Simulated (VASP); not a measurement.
# TePb (Fm-3m) in VASP: further runs, part 2 of 2

VASP 6.6.1.

### 3 Single point, PBE

Contents of INCAR:

```
ALGO     = Normal         # electronic algorithm
EDIFF    = 1E-6           # SCF threshold, eV
ENCUT    = 520            # plane-wave cutoff, eV
GGA      = PE             # functional
ISIF     = 2              # what is computed and relaxed
ISMEAR   = 0              # smearing method
LASPH    = T              # aspherical terms in the spheres
LCHARG   = F              # write CHGCAR
LREAL    = F              # projectors in reciprocal space
LWAVE    = F              # write WAVECAR
NELM     = 60             # most SCF steps
PREC     = Accurate       # precision mode
SIGMA    = 0.017          # smearing width, eV
```

Contents of KPOINTS:

```
k-points
0
Gamma
  7 7 7
```

Contents of POSCAR:

```
TePb
1.0
    0.0000000000      3.2310000000      3.2310000000
    3.2310000000      0.0000000000      3.2310000000
    3.2310000000      3.2310000000      0.0000000000
Pb Te
1 1
Direct
    0.0000000000      0.0000000000      0.0000000000
    0.5000000000      0.5000000000      0.5000000000
```

Potentials or basis: VASP PAW PBE potentials, release 64 (Pb_d, Te).

Launch:

```sh
> cat potpaw_PBE.64/Pb_d/POTCAR potpaw_PBE.64/Te/POTCAR > POTCAR
> mpirun -np 1 vasp_std > vasp.out
```

Wall time 12 s (1 thread of Intel Xeon Platinum 8559C (Emerald Rapids), shared host); peak memory 0.2 GiB.

The run converged. Its results:

```yaml
Free_energy: -7.5026 eV
Pressure: 2.1 GPa
```

Levels at points of the mesh, in eV from the Fermi level:
| k point | band 7 | band 8 | band 9 | band 10 | band 11 | band 12 | band 13 | band 14 |
| --- | --- | --- | --- | --- | --- | --- | --- | --- |
| (0.00, 0.00, 0.00) | -5.56 | -1.32 | -1.32 | -1.32 | 4.11 | 4.11 | 4.11 | 5.83 |

Caveat: this odd mesh misses L, where the gap lies, so gap, dielectric constants and Born charges aren't listed. The run has no spin-orbit coupling, so splittings on Pb, Te are missing.

### 4 Single point, PBE

Contents of INCAR:

```
PREC = Accurate ; ENCUT = 520
EDIFF = 1E-6 ; ISMEAR = 0
SIGMA = 0.011 ; LREAL = F
LASPH = T ; NELM = 60
ALGO = Normal ; ISIF = 2
LWAVE = F ; LCHARG = F
GGA = PE
```

Contents of KPOINTS:

```
Automatic mesh
0
Gamma
  7 7 7
```

POSCAR is that of step 3.

Potentials or basis: VASP PAW PBE potentials, release 64 (Pb_d, Te).

Launch:

```sh
> cat potpaw_PBE.64/Pb_d/POTCAR potpaw_PBE.64/Te/POTCAR > POTCAR
> mpirun -np 1 vasp_std > vasp.out
```

OUTCAR:

```text
PREC = Accurate
   ENCUT = 520
   EDIFF = 1E-6
   ISMEAR = 0
   LREAL = F
   LASPH = T
   NELM = 60
   ISIF = 2
   GGA = PE

 ion  position               nearest neighbor table
   1  0.000  0.000  0.000-   2 3.23   2 3.23   2 3.23   2 3.23   2 3.23   2 3.23
   2  0.500  0.500  0.500-   1 3.23   1 3.23   1 3.23   1 3.23   1 3.23   1 3.23

  LATTYP: Found a face centered cubic cell.
 ALAT       =     6.4620000000

  Lattice vectors:
[... 520 lines left out ...]
     13      11.1367      0.00000
     14      11.7545      0.00000

------------------------ aborting loop because EDIFF is reached ----------------------------------------

  FORCE on cell =-STRESS in cart. coord.  units (eV):
  Direction    XX          YY          ZZ          XY          YZ          ZX
  --------------------------------------------------------------------------------------
  -------------------------------------------------------------------------------------
  Total        0.8643026      0.8643026      0.8643026      0.0000000     -0.0000000      0.0000000
  in kB       20.5274739     20.5274739     20.5274739      0.0000000     -0.0000000      0.0000000
  external PRESSURE =      20.5274739 kB  Pullay stress =       0.0000000 kB

 VOLUME and BASIS-vectors are now :
 -----------------------------------------------------------------------------
  energy-cutoff  :      520.00
  volume of cell :       67.46
      direct lattice vectors                 reciprocal lattice vectors
     0.000000000  3.231000000  3.231000000    -0.154750851  0.154750851  0.154750851
     3.231000000  0.000000000  3.231000000     0.154750851 -0.154750851  0.154750851
     3.231000000  3.231000000  0.000000000     0.154750851  0.154750851 -0.154750851

 POSITION                                       TOTAL-FORCE (eV/Angst)
 -----------------------------------------------------------------------------------
      0.00000      0.00000      0.00000         0.000000     -0.000000     -0.000000
      3.23100      3.23100      3.23100        -0.000000      0.000000      0.000000
 -----------------------------------------------------------------------------------
    total drift:                               -0.000000      0.000000      0.000000

  FREE ENERGIE OF THE ION-ELECTRON SYSTEM (eV)
  ---------------------------------------------------
  free  energy   TOTEN  =        -7.5025906565 eV

  energy  without entropy=       -7.5025906565  energy(sigma->0) =       -7.50259066
```

OSZICAR:

```text
N       E                     dE             d eps       ncg     rms          rms(c)
DAV:   1     0.150086872916E+03    0.15009E+03   -0.91211E+03   560   0.136E+03
DAV:   2     0.321861018058E+01   -0.14687E+03   -0.14446E+03   596   0.332E+02
DAV:   3    -0.734618150822E+01   -0.10565E+02   -0.10538E+02   752   0.956E+01
DAV:   4    -0.761219670677E+01   -0.26602E+00   -0.26592E+00   644   0.187E+01
DAV:   5    -0.762330613690E+01   -0.11109E-01   -0.11109E-01   784   0.326E+00    0.334E+00
DAV:   6    -0.750398773453E+01    0.11932E+00   -0.28579E-01   734   0.436E+00    0.209E+00
DAV:   7    -0.750080755127E+01    0.31802E-02   -0.86648E-02   666   0.168E+00    0.921E-01
DAV:   8    -0.750257764137E+01   -0.17701E-02   -0.96492E-03   614   0.117E+00    0.152E-01
DAV:   9    -0.750254875881E+01    0.28883E-04   -0.11073E-03   836   0.403E-01    0.596E-02
DAV:  10    -0.750258289575E+01   -0.34137E-04   -0.12318E-04   596   0.949E-02    0.218E-02
DAV:  11    -0.750259078661E+01   -0.78909E-05   -0.42363E-05   680   0.609E-02    0.170E-02
DAV:  12    -0.750259065651E+01    0.13010E-06   -0.25844E-06   644   0.128E-02
   1 F= -.75025907E+01 E0= -.75025907E+01  d E =-.155139E-22
```

Wall time 11 s (1 thread of Intel Xeon Platinum 8488C (Sapphire Rapids), shared host); peak memory 0.2 GiB.

Results:

```yaml
Free_energy: -7.5026 eV
Pressure: 2.1 GPa
```

Caveat: this odd mesh misses L, where the gap lies, so gap, dielectric constants and Born charges aren't listed.

### 5 Summary

| task | level | cell | cutoff (eV) | smearing | pressure (GPa) |
| --- | --- | --- | --- | --- | --- |
| relaxation of cell and atoms | BLYP | relaxed | 600 | fermi-dirac 0.05 eV | 0.0 |
| single point | PBE | as given | 520 | gaussian 0.017 eV | 2.1 |
| single point | PBE | as given | 520 | gaussian 0.011 eV | 2.1 |

Alike in all rows: potentials or basis VASP PAW PBE potentials, release 64 (Pb_d, Te); no spin polarisation; k mesh 7 × 7 × 7.

Caveats: the PAW data sets were made with another functional, which shifts forces and pressure a little (some runs).

Total energies depend on the potentials used, so only differences within one code and one set of settings carry meaning.
